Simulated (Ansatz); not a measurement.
input.yaml (Ansatz)

```yaml
crystal:
  lattice:
    - [14.0, 0.0, 0.0]
    - [0.0, 14.4, 0.0]
    - [0.0, 0.0, 14.8]
  atoms:
    - { symbol: Hg, position: [0.5, 0.5, 0.5], spin: 2.0 }
  symmetry: { detect: false, time_reversal: true }
hamiltonian:
  xc: pbe
  pseudopotentials:
    kind: paw
    azcp:
      Hg: "pseudopotentials/Hg.paw.azcp"
basis:
  ecutwfc: 420
  fft_grid_basis: typed
kpoints:
  mp_grid: { grid: [1, 1, 1], shift: [0, 0, 0] }
magnetization:
  spin_polarized: true
scf:
  occupations: { method: fermi_dirac, width: 0.01 }
```

Terminal output

```
Engine: ansatz 0.2.0, aarch64-unknown-linux-gnu
Pseudopotentials: kind: paw
Pseudopotential: Hg, paw, valence charge 20, recommended cutoff 420 eV (normal) 
Functional definition: PBE
  parameter kappa = 0.804
  parameter beta = 0.06672455060314922
  exchange = pbe_x(kappa = kappa, mu = beta*pi^2/3)
  correlation = pbe_c(beta = beta)
Crystal: 1 atoms, lattice volume = 2983.680 Å³
Basis set: ecut = 420 eV, 58327 PW (Γ)
Bands: 15, of which v1, the nominal top of the filled ones, is band 10 counted from 1 (9 counted from 0)
Symmetry: 1 space group operations
k-points: 1
Non-local potential: Hg, projectors of the file, l = 0: 3, l = 1: 2, l = 2: 2, l = 3: 1
PAW form: soft (Blöchl's): semilocal exchange-correlation on the pseudo side does not see the compensation charge
PAW one-centre angular grid: Hg, 590 points (default); XC on 64 Gauss nodes
Initial density: superposition of atomic densities (neutral atoms: chi_scale 0, normalization atom)
Starting moments: Σ|m| = 2 μB on 1 of 1 site
Initial wavefunctions: pseudopotential atomic-orbital guess
Functional: x = pbe(κ = 0.804, μ = 0.2195149727645171), c = pbe(β = 0.06672455060314922)
iter 1 solved again at ethr=2.65e-7 eV; its pass at ethr=3.10e-3 eV (dr2=5.29e-5 eV) is discarded
SCF iter   1: F=—  HF=-13812.731034 eV  |F-HF|=—  |Δ(HF+E_count)|=         —  Δρ=9.28e-3 (↑9.28e-3 ↓9.26e-3)  dr2=5.52e-5  dr2_m=2.35e0  M=0.000 μB ∫|m|=0.121 μB  β_m=0.30  ethr=2.65e-7  ⟨swp⟩=5.0  Hψ=316  notcnv=0
spin=Collinear: Resta preconditioning applied to the charge; magnetization (m = ρ↑ − ρ↓) channel mixes plain (no charge-response kernel on spin).
SCF iter   2: F=—  HF=-13813.001811 eV  |F-HF|=—  |Δ(HF+E_count)|=   2.71e-1  Δρ=6.60e-3 (↑6.59e-3 ↓6.60e-3)  dr2=7.29e-6  dr2_m=1.19e0  M=0.000 μB ∫|m|=0.088 μB  β_m=0.30  ethr=2.65e-7  ⟨swp⟩=5.5  Hψ=91  notcnv=0
SCF iter   3: F=—  HF=-13813.137197 eV  |F-HF|=—  |Δ(HF+E_count)|=   1.35e-1  Δρ=4.70e-3 (↑4.69e-3 ↓4.70e-3)  dr2=5.03e-6  dr2_m=6.02e-1  M=0.000 μB ∫|m|=0.065 μB  β_m=0.30  ethr=3.65e-8  ⟨swp⟩=5.5  Hψ=97  notcnv=0
SCF iter   4: F=—  HF=-13813.205027 eV  |F-HF|=—  |Δ(HF+E_count)|=   6.78e-2  Δρ=3.34e-3 (↑3.34e-3 ↓3.34e-3)  dr2=1.29e-6  dr2_m=3.05e-1  M=0.000 μB ∫|m|=0.047 μB  β_m=0.30  ethr=2.52e-8  ⟨swp⟩=3.5  Hψ=83  notcnv=0
SCF iter   5: F=—  HF=-13813.239062 eV  |F-HF|=—  |Δ(HF+E_count)|=   3.40e-2  Δρ=2.38e-3 (↑2.38e-3 ↓2.38e-3)  dr2=1.11e-6  dr2_m=1.55e-1  M=0.000 μB ∫|m|=0.035 μB  β_m=0.30  ethr=6.43e-9  ⟨swp⟩=4.5  Hψ=101  notcnv=0  defer=2
SCF iter   6: F=—  HF=-13813.256174 eV  |F-HF|=—  |Δ(HF+E_count)|=   1.71e-2  Δρ=1.70e-3 (↑1.69e-3 ↓1.70e-3)  dr2=4.27e-7  dr2_m=7.86e-2  M=0.000 μB ∫|m|=0.025 μB  β_m=0.30  ethr=5.54e-9  ⟨swp⟩=4.0  Hψ=70  notcnv=0  defer=2
Mixer restart at iter 6: flushing history
spin-set hold released at iteration 6 (site moments contracting): the magnetisation degrees of freedom join the quasi-Newton model from the next iteration; the mixer history was flushed
SCF iter   7: F=—  HF=-13813.264794 eV  |F-HF|=—  |Δ(HF+E_count)|=   8.62e-3  Δρ=1.21e-3 (↑1.21e-3 ↓1.21e-3)  dr2=1.15e-7  dr2_m=3.99e-2  M=0.000 μB ∫|m|=0.019 μB  β_m=0.65  ethr=2.13e-9  ⟨swp⟩=4.0  Hψ=74  notcnv=0  defer=2
SCF iter   8: F=—  HF=-13813.273596 eV  |F-HF|=—  |Δ(HF+E_count)|=   8.80e-3  Δρ=1.04e-5 (↑9.82e-6 ↓1.04e-5)  dr2=1.91e-8  dr2_m=2.79e-6  M=0.000 μB ∫|m|=0.001 μB  β_m=0.82  ethr=5.00e-10  ⟨swp⟩=4.0  Hψ=90  notcnv=0
SCF iter   9: F=—  HF=-13813.273603 eV  |F-HF|=—  |Δ(HF+E_count)|=   7.17e-6  Δρ=3.25e-6 (↑3.25e-6 ↓2.64e-6)  dr2=2.04e-8  dr2_m=2.35e-7  M=0.000 μB ∫|m|=0.000 μB  β_m=0.91  ethr=9.54e-11  ⟨swp⟩=3.5  Hψ=74  notcnv=0
SCF iter  10: F=—  HF=-13813.273604 eV  |F-HF|=—  |Δ(HF+E_count)|=   4.64e-7  Δρ=8.50e-7 (↑7.92e-7 ↓8.50e-7)  dr2=8.27e-8  dr2_m=1.09e-10  M=0.000 μB ∫|m|=0.000 μB  β_m=0.67  ethr=9.54e-11  ⟨swp⟩=3.0  Hψ=68  notcnv=0
SCF iter  11: F=—  HF=-13813.273604 eV  |F-HF|=—  |Δ(HF+E_count)|=   2.92e-8  Δρ=5.80e-8 (↑5.80e-8 ↓5.63e-8)  dr2=6.60e-12  dr2_m=8.66e-11  M=0.000 μB ∫|m|=0.000 μB  β_m=0.83  ethr=9.54e-11  ⟨swp⟩=3.0  Hψ=70  notcnv=0
SCF iter  12: F=-13813.273604 eV  HF=-13813.273604 eV  |F-HF|=1.82e-12  |Δ(HF+E_count)|=  5.37e-10  Δρ=5.95e-9 (↑5.95e-9 ↓5.07e-9)  dr2=3.33e-13  dr2_m=6.31e-13  M=0.000 μB ∫|m|=0.000 μB  ethr=1.00e-12  ⟨swp⟩=3.0  Hψ=60  notcnv=0
SCF 1 converged in 12 iterations: F = -13813.273604 eV  dr2 = 3.33e-13
iteration 12: the least curvature of the free energy that was read at this close is 0.798 (0.798 in the run's own bands): not negative
WARN: the starting moments were not kept: the SCF closed with an absolute magnetisation of 3.4e-7 μB, where they sum to 2 μB in size (1 site). That is at most 0.1 of that sum. Measured as dr2_m measures the in/out step, that magnetisation stands 1.4e-14 eV from none, at or under the dr2_threshold of 1.0e-7 eV: it is no larger than a step whose dr2_m would equal this threshold. The system may hold no moment; this SCF shows only that its start led to no more than that. To try another start: raise the starting moments (crystal.atoms[].spin, magnetization.per_species, magnetization.initial_magnetization, or on a non-collinear deck that types none of these the spinor_matrix: blocks that start its atoms; where the total moment is fixed, keep their sum and leave initial_magnetization as it is; typed ones take the place of any that the run laid by itself, positive ones on a crystal's lanthanoids without a Hubbard term where scf.initial_density.shell_occupations: [] is typed) or, if the notice of its spin-set hold's release reads "site moments contracting" or "site moments show no strong build", lengthen the hold (scf.mixing.spin_hold: { on: { confirm: 4 } }; for m-r²SCAN on two components see the key's manual first). Each may lead to a state that holds a moment. A second SCF, from the converged charge density, with the starting moments and any scf.initial_density.shell_occupations laid on it anew, would have followed, and was not run: the deck does not ask for one (magnetization.retry_lost_moments is false, the default). To let it run, set magnetization.retry_lost_moments: true and run the deck again, where that key's refused combinations let it; where memory then withholds it, that run's warning says so.
SCF converged after 12 iterations
Magnetization: 0.0000 μB (10.0000 up, 10.0000 down)
Absolute magnetization: 0.0000 μB (∫|ρ↑−ρ↓|, with the PAW one-centre terms)
Spin contamination: 0.0000 ħ² per cell (⟨S²⟩ above its minimum at these occupations)
Per-site moments (μB) at R_I (Å): [(-2.555469653188195e-11, 5.775)]
Free energy (F): -13813.273604 eV
Harris-Foulkes:  -13813.273604 eV  (|F-HF|=1.82e-12)
Internal energy: -13813.273604 eV  (E = F + TS)
E sigma→0 (E₀):  -13813.273604 eV
Fermi energy:    -3.782205 eV
--- Per-component energies (eV) ---
  E_band       = -743.874100
  E_kinetic    = 605.655239
  E_local      = -6802.104101  (includes V_loc(G=0)·N_el)
  E_nonlocal   = 73.237399
  E_hartree    = 3043.485615
  E_xc         = -219.607200
  E_vxc        = -260.816406  (∫ρ·V_xc dr)
  E_paw        = -9946.795164  (= ΣΔE_a)
  E_vpaw       = -446.818422  (= ΣTr[D̂ρ^β])
  E_aug_tail   = 0.000927  (compensation charges beyond the density's cutoff)
  E_ewald      = -567.146318
  E_smearing   = -0.000000  (= −TS)
  E_closure    = -0.000000  (closes the sum)
  Σ components = -13813.273604   (vs F -13813.273604, Δ=0.00e0)
--- Band table (eV) ---
  k-point 0 ↑: bands = ["-117.8305", "-66.2864", "-66.2864", "-66.2864", "-9.7177", "-9.7177", "-9.7177", "-9.7177", "-9.7177", "-6.6589", "-0.8955", "-0.8946", "-0.8934", "0.0012", "0.7143"]
  k-point 0 ↓: bands = ["-117.8305", "-66.2864", "-66.2864", "-66.2864", "-9.7177", "-9.7177", "-9.7177", "-9.7177", "-9.7177", "-6.6589", "-0.8955", "-0.8946", "-0.8934", "0.0012", "0.7143"]
```

Launched by

```sh
ansatz run input.yaml --threads 4 --pin off --max-ram 8192MiB --backend cpu --events-out ev --progress --plain --runs-dir out
```

On 4 threads of Arm Neoverse V1 (shared host) this took about 6.1 s of wall time and 22 s of CPU time, with 1.6 GiB at the peak.
